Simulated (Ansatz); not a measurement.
## C2H2Cl2 (cis-1,2-Dichloroethene): from total energies to a heat of formation

C2H2Cl2 has 6 atoms, charge 0, and is taken as a singlet. As SMILES, `Cl/C=C\Cl`. The coordinates come from a PBE0-D4/def2-TZVP relaxation.

Total energies at SVWN5/6-311+G** (Ansatz 0.2.0); the atoms run unrestricted:

| species | state | energy (Eh) |
| --- | --- | --- |
| C2H2Cl2 | singlet | -994.160160 |
| Cl | doublet | -458.652842 |
| C | triplet | -37.464996 |
| H | doublet | -0.478347 |

Harmonic wavenumbers at PBE0-D4/def2-TZVP, in cm⁻¹: 165, 429, 586, 718, 742, 879, 916, 1209, 1317, 1672, 3217, 3238.

Measured heats of formation of the gaseous atoms at 298.15 K, in kJ/mol: Cl 121.3, C 716.9, H 218.0. Spin-orbit lowering of the atoms at 298 K (mean of the ground term's levels less their thermal mean, from spectra), in kJ/mol: Cl 3.44, C 0.02. Take 1 Eh = 2625.50 kJ/mol, 1 cm⁻¹ = 0.0119627 kJ/mol, RT = 2.479 kJ/mol.

**Question.** What heat of formation follows?

**Answer.** 
1. Electronic atomisation energy: 2 × (-458.652842) + 2 × (-37.464996) + 2 × (-0.478347) − (-994.160160) = 0.967790 Eh = 2540.9 kJ/mol.
2. Zero-point energy: half the sum of the wavenumbers, 7544 cm⁻¹ = 90.2 kJ/mol.
3. Thermal vibrational enthalpy, Σ hcν̃/(exp(hcν̃/kT) − 1): 3.7 kJ/mol. Translation, rotation and pV of a non-linear molecule: 4 RT = 9.9 kJ/mol.
4. The 6 free atoms carry 5/2 RT each: 37.2 kJ/mol.
5. Spin-orbit coupling lowers the free atoms by 2 × 3.44 + 2 × 0.02 = 6.9 kJ/mol.
6. Atomisation enthalpy at 298 K: 2540.9 − 6.9 − 90.2 − 3.7 − 9.9 + 37.2 = 2467.4 kJ/mol.
7. Sum of the atoms' heats of formation: 2112.4 kJ/mol. Heat of formation: 2112.4 − 2467.4 = -355.0 kJ/mol.

The tabulated value is +4.6 kJ/mol (CRC Handbook of Chemistry and Physics), so this level is off by -359.6 kJ/mol, or 17.1 % of the atomisation enthalpy that the table implies (2107.8 kJ/mol). The LDA overbinds, which puts heats of formation too low. Anharmonicity and any spin-orbit splitting of the molecule are left out.
